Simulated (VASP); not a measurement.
# GaSb: single point with r2SCAN

**Experimental background.**

A printed reference work, data compilation reports, for a bulk crystal of GaSb at 4.2 K: band gap 0.811 eV (direct).

The system is GaSb.

```
Ga Sb
1.0
     0.00000    3.10692    3.10692
     3.10692    0.00000    3.10692
     3.10692    3.10692    0.00000
Ga Sb
1 1
Direct
  0.00000 0.00000 0.00000
  0.25000 0.25000 0.25000
```

```
Program             : VASP 6.6.1
Task                : single point
Functional          : r2SCAN
Potentials or basis : VASP PAW PBE potentials, release 64 (Ga_d, Sb)
Cutoff              : 520 eV
k mesh              : 12 × 12 × 12
Occupations         : gaussian, width 0.1 eV
Spin                : no spin polarisation
```

* Pressure: -1.9 GPa
* Band gap on the k mesh: 0.10 eV, direct

Levels at points of the mesh, in eV from the valence-band top:
```tsv
k point	band 6	band 7	band 8	band 9	band 10	band 11	band 12	band 13
(0.00, 0.00, 0.00)	-11.60	0.00	0.00	0.00	0.10	3.00	3.00	3.00
(0.50, 0.00, 0.00)	-10.00	-6.35	-1.14	-1.14	0.58	4.01	4.01	6.93
(0.50, 0.50, 0.00)	-9.19	-6.83	-2.53	-2.53	1.16	1.56	8.95	8.95
```

It took 3.7 min on 1 thread of Intel(R) Xeon(R) Platinum 8488C (Sapphire Rapids) (shared host), peak memory 0.26 GiB.

A measured gap of GaSb is 0.811 eV (direct; 4.2 K; a printed reference work, data compilation); the calculated 0.10 eV misses it by -0.71 eV. Spin-orbit coupling on Ga, Sb is left out. The value is that of r2SCAN on a finite k mesh, which can miss the band edges, without temperature or zero-point motion.

Caveat: the PAW data sets were made with another functional, which shifts forces and pressure a little; spin-orbit coupling is left out, which moves the levels of the heavy elements.
